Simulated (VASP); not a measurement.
Set up this calculation in VASP 6.6.1, as the native input.

```
Task                   : relaxation of cell and atoms
Functional             : r2SCAN
Potentials or basis    : VASP PAW PBE potentials, release 64 (Zn, S)
Cutoff                 : 600 eV
k mesh                 : 9 × 9 × 9
Occupations            : gaussian, width 0.05 eV
Spin                   : no spin polarisation
Further INCAR settings : ALGO = Normal; EDIFF = 1e-06; IBRION = 2; EDIFFG = -0.01; NSW = 60; ISIF = 3
```

The structure of ZnS lies in POSCAR:

```
ZnS
1.0
    0.0000000000      2.7020000000      2.7020000000
    2.7020000000      0.0000000000      2.7020000000
    2.7020000000      2.7020000000      0.0000000000
Zn S
1 1
Direct
    0.7500000000      0.7500000000      0.7500000000
    0.0000000000      0.0000000000      0.0000000000
```

The input as run:

INCAR

```
PREC = Accurate ; ENCUT = 600
EDIFF = 1E-6 ; ISMEAR = 0
SIGMA = 0.05 ; LREAL = False
LASPH = True ; NELM = 60
ALGO = Normal ; ISIF = 3
LWAVE = False ; LCHARG = False
METAGGA = R2SCAN ; LMIXTAU = True
IBRION = 2 ; NSW = 60
EDIFFG = -0.01
```

KPOINTS

```
regular mesh
0
Gamma
  9 9 9
```

Potentials or basis: VASP PAW PBE potentials, release 64 (Zn, S).

Launch:

```bash
$ cat potpaw_PBE.64/Zn/POTCAR potpaw_PBE.64/S/POTCAR > POTCAR
$ mpirun -np 1 vasp_std > vasp.out
```

Results of the run:

```
Relaxed volume                         : 19.55 Å³/atom
Relaxed cell                           : a = 3.810 Å, b = 3.810 Å, c = 3.810 Å, α = 60.00°, β = 60.00°, γ = 60.00°
Space group after relaxing (to 0.05 Å) : F-43m (No. 216)
Energy gained by relaxing              : 0.4 meV/atom
Ionic steps                            : 3
Pressure after relaxing                : 0.0 GPa
Band gap on the k mesh                 : 2.72 eV, direct
```

Caveat: the PAW data sets were made with another functional, which shifts forces and pressure a little.

It took 67 s on 1 thread of Intel(R) Xeon(R) 6975P-C (Granite Rapids), with other jobs on the host, peak memory 0.2 GiB.
